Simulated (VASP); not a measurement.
# In (I4/mmm) in VASP: core levels with PBEsol

Aim: the core levels of In with PBEsol.

All numbers are computed with VASP 6.6.1; they aren't measurements. Logs are shortened: lines on timing, memory, paths and dates and some standing lists are left out, and cuts for length are marked.

## Step 1: The crystal as given

Symmetry: I4/mmm, No. 139, tetragonal system. Conventional cell: a = 3.251 Å, b = 3.251 Å, c = 4.947 Å, α = 90.00°, β = 90.00°, γ = 90.00°. In (site symmetry 4/mmm) is surrounded by 12 In at 3.25 to 3.38 Å.

## Step 2: Core levels, PBEsol

Input file INCAR:

```
PREC = Accurate
ENCUT = 520
EDIFF = 1E-7
ISMEAR = -1
SIGMA = 0.05
LREAL = False
LASPH = True
NELM = 80
ALGO = Normal
ISIF = 2
LWAVE = False
LCHARG = False
GGA = PS
ICORELEVEL = 1
```

Input file KPOINTS:

```
regular mesh
0
Gamma
  14 14 14
```

Input file POSCAR:

```
In
1.0
   -1.6254700000      1.6254700000      2.4737000000
    1.6254700000     -1.6254700000      2.4737000000
    1.6254700000      1.6254700000     -2.4737000000
In
1
Direct
    0.0000000000      0.0000000000      0.0000000000
```

Potentials or basis: VASP PAW PBE potentials, release 64 (In_d).

The run is started by

```sh
$ cat potpaw_PBE.64/In_d/POTCAR > POTCAR
$ mpirun -np 1 vasp_std > vasp.out
```

OUTCAR:

```text
PREC = Accurate
   ENCUT = 520
   EDIFF = 1E-7
   ISMEAR = -1
   LREAL = False
   LASPH = True
   NELM = 80
   ISIF = 2
   GGA = PS

 ion  position               nearest neighbor table
   1  0.000  0.000  0.000-

  LATTYP: Found a body centered tetragonal cell.
 ALAT       =     3.2509400000
 C/A-ratio  =     1.5218367611

  Lattice vectors:

 A1 = (  -1.6254700000,   1.6254700000,   2.4737000000)
 A2 = (   1.6254700000,  -1.6254700000,   2.4737000000)
 A3 = (   1.6254700000,   1.6254700000,  -2.4737000000)

Analysis of symmetry for initial positions (statically):
=====================================================================
 Subroutine PRICEL returns:
 Original cell was already a primitive cell.

 Routine SETGRP: Setting up the symmetry group for a
 body centered tetragonal supercell.

 Subroutine GETGRP returns: Found 16 space group operations
 (whereof 16 operations were pure point group operations)
 out of a pool of 16 trial point group operations.

The static configuration has the point symmetry D_4h.

Analysis of symmetry for dynamics (positions and initial velocities):
=====================================================================
 Subroutine PRICEL returns:
 Original cell was already a primitive cell.

 Routine SETGRP: Setting up the symmetry group for a
 body centered tetragonal supercell.

 Subroutine GETGRP returns: Found 16 space group operations
 (whereof 16 operations were pure point group operations)
 out of a pool of 16 trial point group operations.

The dynamic configuration has the point symmetry D_4h.

 Subroutine INISYM returns: Found 16 space group operations
 (whereof 16 operations are pure point group operations),
 and found     1 'primitive' translations

----------------------------------------------------------------------------------------

                                     Primitive cell

  volume of cell :      26.1436

  direct lattice vectors                    reciprocal lattice vectors
    -1.625470000  1.625470000  2.473700000     0.000000000  0.307603339  0.202126369
     1.625470000 -1.625470000  2.473700000     0.307603339  0.000000000  0.202126369
     1.625470000  1.625470000 -2.473700000     0.307603339  0.307603339  0.000000000

  length of vectors
     3.376906444  3.376906444  3.376906444     0.368069129  0.368069129  0.435016814

  position of ions in fractional coordinates (direct lattice)
     0.000000000  0.000000000  0.000000000

  ion indices of the primitive-cell ions
   primitive index   ion index
                 1           1

----------------------------------------------------------------------------------------

 KPOINTS: regular mesh

Automatic generation of k-mesh.
 Grid dimensions read from file:
 generate k-points for:   14   14   14

 Generating k-lattice:

  Cartesian coordinates                     Fractional coordinates (reciprocal lattice)
     0.000000000  0.021971667  0.014437598     0.071428571  0.000000000 -0.000000000
     0.021971667  0.000000000  0.014437598     0.000000000  0.071428571 -0.000000000
     0.021971667  0.021971667  0.000000000     0.000000000  0.000000000  0.071428571

  Length of vectors
     0.026290652  0.026290652  0.031072630

  Shift w.r.t. Gamma in fractional coordinates (k-lattice)
     0.000000000  0.000000000  0.000000000

 Subroutine IBZKPT returns following result:
 ===========================================

 Found    244 irreducible k-points:

 Following reciprocal coordinates:
            Coordinates               Weight
  0.000000  0.000000  0.000000      1.000000
  0.071429  0.000000  0.000000      8.000000
  0.142857  0.000000 -0.000000      8.000000
  0.214286  0.000000 -0.000000      8.000000
  0.285714  0.000000  0.000000      8.000000
  0.357143  0.000000 -0.000000      8.000000
[... 16 lines left out ...]
  0.214286  0.142857 -0.000000     16.000000
  0.285714  0.142857 -0.000000     16.000000
 [... further k-points ...]
   k-points           NKPTS =    244   k-points in BZ     NKDIM =    244   number of bands    NBANDS=     10
   number of dos      NEDOS =    301   number of ions     NIONS =      1
   total plane-waves  NPLWV =  21952
   dimension x,y,z NGX =    28 NGY =   28 NGZ =   28
   dimension x,y,z NGXF=    56 NGYF=   56 NGZF=   56
   ions per type =               1
   NGX,Y,Z   is equivalent  to a cutoff of  13.78, 13.78, 13.78 a.u.
   NGXF,Y,Z  is equivalent  to a cutoff of  27.57, 27.57, 27.57 a.u.
 SYSTEM =  unknown system
   PREC   = accura    normal or accurate (medium, high low for compatibility)
   ISTART =      0    job   : 0-new  1-cont  2-samecut
   ICHARG =      2    charge: 1-file 2-atom 10-const
   ISPIN  =      1    spin polarized calculation?
   LNONCOLLINEAR =      F non collinear calculations
   LSORBIT =      F    spin-orbit coupling
   LASPH  =      T    aspherical Exc in radial PAW
   ENCUT  =  520.0 eV  38.22 Ry    6.18 a.u.   6.28  6.28  6.28*2*pi/ulx,y,z
   NELM   =     80;   NELMIN=  2; NELMDL= -5     # of ELM steps
   EDIFF  = 0.1E-06   stopping-criterion for ELM
   LREAL  =      F    real-space projection
   EDIFFG = 0.1E-05   stopping-criterion for IOM
   NSW    =      0    number of steps for IOM
   IBRION =     -1    ionic relax: 0-MD 1-quasi-New 2-CG
   NFREE  =      0    steps in history (QN), initial steepest desc. (CG)
   ISIF   =      2    stress and relaxation
   ISYM   =      2    0-nonsym 1-usesym 2-fastsym
   POTIM  = 0.5000    time-step for ionic-motion
   TEBEG  =    0.0;   TEEND  =   0.0 temperature during run
   PSTRESS=    0.0 pullay stress
   NELECT =      13.0000    total number of electrons
   NUPDOWN=      -1.0000    fix difference up-down
   EMIN   =  10.00;   EMAX   =-10.00  energy-range for DOS
   EFERMI =   0.00;   METHOD = LEGACY
   ISMEAR =    -1;   SIGMA  =   0.05  broadening in eV -4-tet -1-fermi 0-gaus
   EFERMI_NEDOS =   21; number of points for ismear=-14 and -15
   IALGO  =     38    algorithm
   IMIX   =      4    mixing-type and parameters
     AMIX     =   0.40;   BMIX     =  1.00
     AMIX_MAG =   1.60;   BMIX_MAG =  1.00
  volume/ion in A,a.u.               =      26.14       176.43
  Fermi-wavevector in a.u.,A,eV,Ry     =   1.296983  2.450943 22.887245  1.682165
  Thomas-Fermi vector in A             =   2.428405
   LORBIT       =      0    0 simple, 1 ext, 2 COOP (PROOUT), +10 PAW based schemes
   GGA     = PS    functional components
   LHFCALC =     F    Hartree Fock is set to
   AEXX    =    0.0000 exact exchange contribution
   IVDW    =     0    specifies the selected vdW correction
   LEPSILON=     F    determine dielectric tensor
   LRPA    =     F    only Hartree local field effects (RPA)
 non-spin polarized calculation
  energy-cutoff  :      520.00
  volume of cell :       26.14
 maximum number of plane-waves:       720
 NGX is ok and might be reduce to    28
   NGX = 13   NGY = 13   NGZ = 13

 number of electron      13.0000006 magnetization

 Free energy of the ion-electron system (eV)
  ---------------------------------------------------
  ext. energy  EPLUGINS =         0.00000000
  ---------------------------------------------------
  free energy    TOTEN  =        -2.98656939 eV

  energy without entropy =       -2.98315893  energy(sigma->0) =       -2.98486416

 the core state eigenenergies are
   1-  1s -27736.5167  2s  -4143.0196  2p  -3717.0058  3s   -776.9003  3p   -637.4554
       3d   -421.1316  4s   -108.1012  4p    -66.5647

 E-fermi :   7.3909     XC(G=0): -10.4088

 val. band max:        7.3756759131   @ k =  -0.3571   0.4286   0.2857
 cond. band min:       7.3917202256   @ k =   0.2857   0.2143   0.0714
 fundamental gap:      0.0160443125
 Fermi energy:         7.3908543655

 k-point     1 :       0.0000    0.0000    0.0000
  band No.  band energies     occupation
      1      -7.2537      2.00000
      2      -7.1482      2.00000
      3      -7.1482      2.00000
      4      -7.0659      2.00000
      5      -6.9593      2.00000
      6      -2.2072      2.00000
      7      17.8853      0.00000
      8      17.8853      0.00000
      9      18.0538      0.00000
     10      18.9498      0.00000

 k-point     2 :       0.0714    0.0000    0.0000
  band No.  band energies     occupation
      1      -7.2455      2.00000
      2      -7.1487      2.00000
      3      -7.1400      2.00000
      4      -7.0644      2.00000
      5      -6.9626      2.00000
      6      -2.0953      2.00000
      7      16.5351      0.00000
      8      17.7170      0.00000
      9      17.7453      0.00000
     10      18.7764      0.00000

 k-point     3 :       0.1429    0.0000   -0.0000
  band No.  band energies     occupation
      1      -7.2285      2.00000
      2      -7.1531      2.00000
      3      -7.1200      2.00000
      4      -7.0519      2.00000
      5      -6.9688      2.00000
      6      -1.7568      2.00000
      7      14.1177      0.00000
      8      17.0888      0.00000
      9      17.4337      0.00000
     10      18.7163      0.00000

 k-point     4 :       0.2143    0.0000   -0.0000
  band No.  band energies     occupation
      1      -7.2190      2.00000
      2      -7.1665      2.00000
      3      -7.1024      2.00000
      4      -7.0140      2.00000
      5      -6.9659      2.00000
      6      -1.1861      2.00000
      7      11.6773      0.00000
      8      16.4043      0.00000
      9      17.1041      0.00000
     10      18.6703      0.00000
[... 209 lines left out ...]
 k-point    21 :      -0.0714    0.0714    0.0000
  band No.  band energies     occupation
      1      -7.2316      2.00000
      2      -7.1603      2.00000
      3      -7.1349      2.00000
      4      -7.0602      2.00000
      5      -6.9686      2.00000
      6      -2.0510      2.00000
      7      16.9413      0.00000
      8      17.1215      0.00000
      9      17.3190      0.00000
     10      18.2703      0.00000

 k-point    22 :       0.1429    0.1429   -0.0000
  band No.  band energies     occupation
      1      -7.2155      2.00000
      2      -7.1253      2.00000
      3      -7.1105      2.00000
      4      -7.0533      2.00000
      5      -6.9492      2.00000
      6      -1.0255      2.00000
      7      12.8254      0.00000
      8      13.1477      0.00000
      9      17.3011      0.00000
     10      19.8156      0.00000

 k-point    23 :       0.2143    0.1429   -0.0000
  band No.  band energies     occupation
      1      -7.2012      2.00000

------------------------ aborting loop because EDIFF is reached ----------------------------------------

  FORCE on cell =-STRESS in cart. coord.  units (eV):
  Direction    XX          YY          ZZ          XY          YZ          ZX
  --------------------------------------------------------------------------------------
  -------------------------------------------------------------------------------------
  Total       -0.1900695     -0.1900695     -0.1341188      0.0000000     -0.0000000      0.0000000
  in kB      -11.6481796    -11.6481796     -8.2193059      0.0000000     -0.0000000      0.0000000
  external PRESSURE =     -10.5052217 kB  Pullay stress =       0.0000000 kB

 VOLUME and BASIS-vectors are now :
 -----------------------------------------------------------------------------
  energy-cutoff  :      520.00
  volume of cell :       26.14
      direct lattice vectors                 reciprocal lattice vectors
    -1.625470000  1.625470000  2.473700000     0.000000000  0.307603339  0.202126369
     1.625470000 -1.625470000  2.473700000     0.307603339  0.000000000  0.202126369
     1.625470000  1.625470000 -2.473700000     0.307603339  0.307603339  0.000000000

 POSITION                                       TOTAL-FORCE (eV/Angst)
 -----------------------------------------------------------------------------------
      0.00000      0.00000      0.00000         0.000000      0.000000     -0.000000
 -----------------------------------------------------------------------------------
    total drift:                               -0.000000     -0.000000     -0.000000

  FREE ENERGIE OF THE ION-ELECTRON SYSTEM (eV)
  ---------------------------------------------------
  free  energy   TOTEN  =        -2.9865693950 eV

  energy  without entropy=       -2.9831589323  energy(sigma->0) =       -2.98486416
```

It took 36 s on 1 thread of Intel Xeon 6975P-C (Granite Rapids), shared host; peak memory 0.2 GiB.

Results:

```yaml
Free_energy: -2.9866 eV
Pressure: -1.1 GPa
Band_gap_on_the_k_mesh: none (metal or under the smearing width)
```

Levels at points of the mesh, in eV from the Fermi level:
```
           k point  band 2  band 3  band 4  band 5  band 6  band 7  band 8  band 9  band 10
(0.00, 0.00, 0.00)  -14.54  -14.54  -14.46  -14.35   -9.60   10.49   10.49   10.66    11.56
(0.50, 0.00, 0.00)  -14.61  -14.52  -14.26  -14.22   -4.35   -3.42    7.49    9.11    11.07
(0.50, 0.50, 0.00)  -14.71  -14.26  -14.24  -14.15   -2.00   -1.70    3.48    3.91     6.98
(0.50, 0.50, 0.50)  -14.70  -14.25  -14.22  -14.22   -2.98   -2.72    4.68    4.68     8.16
```

Core levels (eV, on the scale of the bands):
| atom | levels |
| --- | --- |
| 1 In | 1s -27736.5, 2s -4143.0, 2p -3717.0, 3s -776.9, 3p -637.5, 3d -421.1, 4s -108.1, 4p -66.6 |

Caveat: the PAW data sets were made with another functional, which shifts forces and pressure a little.
